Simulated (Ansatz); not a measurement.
# What AlN (model cell, started as CsCl type) distorts into, part 3 of 3

Aim: this structure of AlN (model cell, started as CsCl type) is to be tested for unstable modes, and one is followed downhill.

Ansatz 0.2.0; DFT LDA, scalar-relativistic, plane waves, PAW; PAW set soft_1.

So far. Step 5 (Energy along the mode, all amplitudes (two of the runs …): The lowest of the steps tried is the last one, at 0.6 Å, 668 meV/atom below the parent; the bottom of the well need not coincide with a step. Step 7 (The new phase in its own primitive cell): The largest force component left is 0.28 meV/Å and the pressure is -0.003 GPa, within the tolerances set. The cell now holds 11.23 Å³/atom. The relaxed cell has a = 3.579, c = 3.505 Å (conventional setting).

The structure was built from a prototype and need not be the compound's stable phase.

### Step 8. Modes of the new phase, k-mesh 6×6×6, occupations fixed

A relaxed structure may still be a saddle point, so its zone-centre modes are computed. The response to a homogeneous field gives the Born charges and the dielectric tensor, and its change with displacement the Raman tensors.

Contents of input.yaml:

```yaml
crystal:
  lattice:
    - [3.5794922399, 0.0, 0.0]
    - [0.0, 3.5794922399, 0.0]
    - [0.0, 0.0, 3.504539369]
  atoms:
    - { symbol: Al, position: [0.5, 0.5, 0.0] }
    - { symbol: Al, position: [0.0, 0.0, 0.0] }
    - { symbol: "N", position: [0.0, 0.5, 0.834131153] }
    - { symbol: "N", position: [0.5, 0.0, 0.165868847] }
kpoints:
  mp_grid: { grid: [6, 6, 6] }
hamiltonian:
  xc: lda
  pseudopotentials: { kind: paw, azcp: { folder: soft_1 }, xc_functional: pbe }
scf:
  occupations: { method: fixed }
output:
  eigenvalues: true
phonons:
  method: dfpt
  dielectric: true
  rigid_motions: translations
  raman: true
```

Launch:

```bash
ansatz run input.yaml --threads 4 --pin off --max-ram 10240MiB --backend cpu --events-out ev --progress --plain --runs-dir out
```

Numbers of over 12 decimals in the logs are rounded to 6 here.

The program printed:

```text
[...]
Crystal: 4 atoms, lattice volume = 44.903 Å³
Basis set: ecut = 420 eV, 879 PW (Γ), exchange–correlation on 48×48×48 points (8 copies of the dense FFT grid, shifted against one another)
Bands: 12, of which v1, the nominal top of the filled ones, is band 8 counted from 1 (7 counted from 0)
Symmetry: 16 space group operations
k-points: 80 of 216 (irreducible under 2 space group operations, time reversal used)
[...]
SCF iter   1: F=—  HF=-1780.822228 eV  |F-HF|=—  |Δ(HF+E_count)|=         —  Δρ=1.31e-1  dr2=1.02e1  ethr=3.10e-3  ⟨swp⟩=4.4  Hψ=5301  notcnv=0  defer=111
[...]
SCF iter   8: F=-1777.366690 eV  HF=-1777.366690 eV  |F-HF|=6.59e-12  |Δ(HF+E_count)|=  1.80e-10  Δρ=2.91e-7  dr2=2.45e-11  ethr=1.00e-12  ⟨swp⟩=7.7  Hψ=6024  notcnv=0
SCF 1 converged in 8 iterations: F = -1777.366690 eV  dr2 = 2.45e-11
[...]
DFPT response loops at Γ: preconditioner auto → none (the input reference at scf.mixing.eps_inf says where Resta's filter doesn't serve); β = 0.50; Broyden in place of MSR1
── the response to a field inside a basis, on 10×10×10 k-points: an SCF that follows is theirs, and a resumed run solves both again ──
Bands: 9, of which v1, the nominal top of the filled ones, is band 8 counted from 1 (7 counted from 0)
k-points: 75 of 1000
[...]
Eigensolver: Dense (75 Hₖ)
SCF iter   1: F=—  HF=-1777.369154 eV  |F-HF|=—  |Δ(HF+E_count)|=         —  Δρ=3.67e-4  dr2=8.32e-6  ethr=1.00e-1
[...]
SCF iter   5: F=-1777.369155 eV  HF=-1777.369155 eV  |F-HF|=6.14e-12  |Δ(HF+E_count)|=  2.68e-10  Δρ=1.61e-7  dr2=9.83e-12  ethr=2.21e-11
SCF 1 converged in 5 iterations: F = -1777.369155 eV  dr2 = 9.83e-12
[...]
SCF converged after 8 iterations
Free energy (F): -1777.366690 eV
[...]
Internal energy: -1777.366690 eV  (E = F + TS)
E sigma→0 (E₀):  -1777.366690 eV
Fermi energy:    6.018056 eV
[...]
--- Band table (eV; the first three rows and the last of 80) ---
  k-point 0: bands = [... 4 lower, 4.7703, 5.1135, 5.3642, 5.3642, 9.4326, 10.1199, 12.7975, 15.7468]
  k-point 1: bands = [... 4 lower, 3.4263, 5.2781, 5.2781, 5.6682, 10.1426, 10.4382, 13.3380, 15.8648]
  k-point 2: bands = [... 4 lower, 2.2775, 5.0773, 5.0773, 5.3324, 11.3769, 11.8380, 13.9738, 14.8752]
  k-point 79: bands = [... 4 lower, 3.7114, 3.7114, 3.8636, 3.8636, 11.9834, 11.9834, 15.5727, 15.5727]
--- Phonons (Γ-DFPT): 4 representative perturbations + reference, on 80 of 216 k-points (Σ response iterations 12) ---
  k mesh reduced under 2 symmetry operations, with k and −k counted as one. Each operation leaves every solved perturbation unchanged. A smaller set is not considered because the run solves the response to a homogeneous field
  ASR residual: 2.002e-4 → 0.000e0 eV/Å²; symmetrization residual: 1.306e-6 eV/Å²
  ASR residual per site (eV/Å²): 3.75e-5 3.75e-5 2.00e-4 2.00e-4
  Γ frequencies (cm⁻¹): 0.00 0.00 0.00 20.68 434.37 467.03 502.08 502.08 686.49 686.49 804.13 804.13
  ε∞ (high-frequency dielectric tensor):
        4.885234     0.000000     0.000000
        0.000000     4.885234     0.000000
        0.000000     0.000000     4.173078
  ε⁰ (static dielectric tensor: ions relaxed, cell fixed):
        9.537886    -0.000000    -0.000000
       -0.000000     9.537886     0.000000
       -0.000000     0.000000     7.916487
  ε⁰ − ε∞ (ionic part):
        4.652651    -0.000000    -0.000000
       -0.000000     4.652651     0.000000
       -0.000000     0.000000     3.743409
  softest optical mode at Γ: 20.68 cm⁻¹; the repairs (sum rule, projections) moved no ω² at Γ by more than (2.05 cm⁻¹)²
  Born effective charges Z* (e; rows j = field, columns β = displacement):
    site 0:
         3.03718    0.00000    0.00000
        -0.00000    3.03718    0.00000
         0.00000    0.00000    1.85339
    site 1:
         3.03718    0.00000    0.00000
        -0.00000    3.03718    0.00000
        -0.00000    0.00000    1.85339
    site 2:
        -3.03718   -0.00000   -0.00000
         0.00000   -3.03718    0.00000
         0.00000    0.00000   -1.85339
    site 3:
        -3.03718   -0.00000    0.00000
         0.00000   -3.03718    0.00000
         0.00000    0.00000   -1.85339
  Z* charge neutrality: 5.278e-4 e pre-enforcement
  solved inside a basis spanned on kpoints, on 10×10×10 k-points: ε∞ is read to err by 1.2e-2, Z* by 1.0e-2 e (field_mesh: kpoints solves on kpoints); Z* is corrected for what the basis lacks
  Raman tensors (in the event stream and the table raman_tensors.tsv): an entry may err by 1.9e-3 Å², one of the second-order susceptibility by 1.3e-19 pm/V (basis, points and sum rule); their sum over the sites missed zero by 4.441e-16 Å² ahead of its enforcement
  optical modes at Γ without the LO–TO term, one row a degenerate level:
      ω (cm⁻¹)  modes    IR ((D/Å)²/amu)  static Raman (Å⁴/amu)  depolarisation
         20.68      1             0.0000                 0.1840           0.750
        434.37      1             0.0000                31.2192           0.049
        467.03      1            17.1900                 0.0000               —
        502.08      2             0.0000                 0.8964           0.750
        686.49      2            92.3239                 0.0000               —
        804.13      2             0.0000                 3.9028           0.750
  optical modes at Γ + LO–TO along q̂ = [1.0000, 0.0000, 0.0000]:
      ω (cm⁻¹)  modes    IR ((D/Å)²/amu)  static Raman (Å⁴/amu)  depolarisation
         20.68      1             0.0000                 0.1840           0.750
        434.37      1             0.0000                31.2192           0.049
        467.03      1            17.1900                 0.0000               —
        502.08      2             0.0000                 0.8964           0.750
        686.49      1            46.1619                 0.0000               —
        804.13      2             0.0000                 3.9028           0.750
        959.22      1            46.1619                 0.0000               —
  optical modes at Γ + LO–TO along q̂ = [0.0000, 1.0000, 0.0000]:
      ω (cm⁻¹)  modes    IR ((D/Å)²/amu)  static Raman (Å⁴/amu)  depolarisation
         20.68      1             0.0000                 0.1840           0.750
        434.37      1             0.0000                31.2192           0.049
        467.03      1            17.1900                 0.0000               —
        502.08      2             0.0000                 0.8964           0.750
        686.49      1            46.1619                 0.0000               —
        804.13      2             0.0000                 3.9028           0.750
        959.22      1            46.1619                 0.0000               —
  optical modes at Γ + LO–TO along q̂ = [0.0000, 0.0000, 1.0000]:
      ω (cm⁻¹)  modes    IR ((D/Å)²/amu)  static Raman (Å⁴/amu)  depolarisation
         20.68      1             0.0000                 0.1840           0.750
        434.37      1             0.0000                31.2192           0.049
        502.08      2             0.0000                 0.8964           0.750
        643.26      1            17.1900                 0.0000               —
        686.49      2            92.3239                 0.0000               —
        804.13      2             0.0000                 3.9028           0.750
```

Elapsed: 63 s, on 4 threads of Arm Neoverse V1, shared host; peak memory 0.79 GiB.

This step gave:

| Quantity | Value |
| --- | --- |
| sum-rule residual before enforcement | 2.00e-4 eV/Å² |
| miss of the charge sum rule | 5.28e-4 e |
| estimated error of the dielectric tensor | 0.01249 |
| estimated error of the Born charges | 0.01002 e |
| point group | 4/mmm |
| highest optical mode at the zone centre (no LO-TO term) | 804.1 cm⁻¹ |
| lowest optical zone-centre mode | 20.68 cm⁻¹ |
| mean high-frequency dielectric constant | 4.648 |
| largest Born charge (third of the trace) | 2.643 e |
| mean static dielectric constant | 8.997 |
| top of the zone-centre spectrum with the field | 959.2 cm⁻¹ |

Patterns of degenerate modes are one choice out of their space. The modes at Γ (shares of kinetic energy by element, %):

```csv
mode,frequency (cm⁻¹),symmetry,Al %,N %
1,0.0,acoustic,66,34
2,0.0,acoustic,66,34
3,0.0,acoustic,66,34
4,20.7,B1g,100,0
5,434.4,A1g,0,100
6,467.0,A2u,34,66
7,502.1,Eg,80,20
8,502.1,Eg,80,20
9,686.5,Eu,34,66
10,686.5,Eu,34,66
11,804.1,Eg,20,80
12,804.1,Eg,20,80
```

Displacements in mode 4 (20.7 cm⁻¹), the largest set to 1:
```
Al1  0.00  0.00  1.00
Al2  0.00  0.00 -1.00
N3   0.00  0.00  0.00
N4   0.00  0.00  0.00
```

Displacements in mode 11 (804.1 cm⁻¹), the largest set to 1:
```
Al1 -0.36  0.00  0.00
Al2  0.36  0.00  0.00
N3   1.00  0.00  0.00
N4  -1.00  0.00  0.00
```

Optical modes at the zone centre, without and with the macroscopic field of the longitudinal modes; each column is sorted by frequency, so a row need not hold one and the same mode. Modes with and without the field, by row:

```csv
rank among optical modes,no field (cm⁻¹),"q along (1, 0, 0) (cm⁻¹)","q along (0, 0, 1) (cm⁻¹)"
1,20.7,20.7,20.7
2,434.4,434.4,434.4
3,467,467,502.1
4,502.1,502.1,502.1
5,502.1,502.1,643.3
6,686.5,686.5,686.5
7,686.5,804.1,686.5
8,804.1,804.1,804.1
9,804.1,959.2,804.1
```

Born charge (rows field, columns displacement) (e), principal values of the symmetric part by kind of site:

```csv
atom,atoms with these values,low,middle,high,mean
Al1,2,1.85,3.04,3.04,2.64
N3,2,-3.04,-3.04,-1.85,-2.64
```

In full for N3:

```
-3.04  0.00  0.00
 0.00 -3.04  0.00
 0.00  0.00 -1.85
```

High-frequency dielectric tensor:

```
4.89 0.00 0.00
0.00 4.89 0.00
0.00 0.00 4.17
```

Static dielectric tensor (ions relaxed, fixed cell):

```
9.54 0.00 0.00
0.00 9.54 0.00
0.00 0.00 7.92
```

Transverse modes. Lines of the infrared spectrum (strongest = 100):

```csv
position (cm⁻¹),label,relative intensity
21,B1g,0.0
434,A1g,0.0
467,A2u,19
502,Eg,0.0
686,Eu,100
804,Eg,0.0
```

Activity x (w_L - w)^4 (n + 1)/w, 532 nm, 300 K; modes without the macroscopic field alone. Lines of the Raman spectrum (strongest = 100):

```csv
position (cm⁻¹),label,relative intensity
21,B1g,100
434,A1g,80
467,A2u,0.0
502,Eg,1.9
686,Eu,0.0
804,Eg,4.4
```

Before it was imposed, the acoustic sum rule was missed by 2.0e-4 eV/Å² and the charge sum rule by 5.3e-4 e. Small misses are needed for a sound result but don't prove that mesh and cutoff are converged. The lowest optical mode is real, 20.7 cm⁻¹.

### Step 9. Summary of results

| Quantity | Value |
| --- | --- |
| unstable mode of the parent | q = (0, -0.5, -0.5), 1120i cm⁻¹ |
| depth at the lowest point sampled | 668 meV/atom |
| largest atomic shift at that point | 0.6 Å |
| space group reached (within 0.01 Å) | P4/nmm |
| energy gained over the parent (first relaxation, on the mesh of the frozen mode) | 1120 meV/atom |
| volume per atom, phase reached | 11.2 Å³ |
| gap on the k-mesh, phase reached | 3.41 eV |
| lowest optical zone-centre mode, phase reached | 20.7 cm⁻¹ |
| highest optical mode at the zone centre (no LO-TO term), phase reached | 804 cm⁻¹ |

In words: Along this mode the structure falls into P4/nmm, 1120 meV/atom below the parent. At the parent's cell the well is 668.1 meV/atom deep on the steps tried, with its lowest point at a shift of 0.6 Å. That is the last step tried, so the steps alone don't bracket the bottom of the well. Relaxing atoms and cell changes the gain by +451.42 meV/atom against the lowest step (energies at zero smearing). The new phase has no imaginary mode at the zone centre of its cell; other wavevectors were not checked. Of the 2 patterns followed to their end from this parent, this one reaches the lowest energy. Each path keeps the symmetry of its pattern, so a lower phase may lie along a pattern not tried. With no gap, or one that is small against the smearing, the frequencies hang on the k mesh and the smearing, most of all near Kohn anomalies. The PAW files were made for PBE and serve the other functionals too. The starting cell was built on a prototype and not taken from a measurement, so the phase need not exist.

[Logs are printed without paths, hosts, clocks, repeated set-up lines and the standing remarks that a program may print on its own settings, such as how far it seeks lower states.]

[Hosts, paths, dates, database ids (printed as entryN), source tags and the programs' standing remarks are cut or masked in the printed files.]
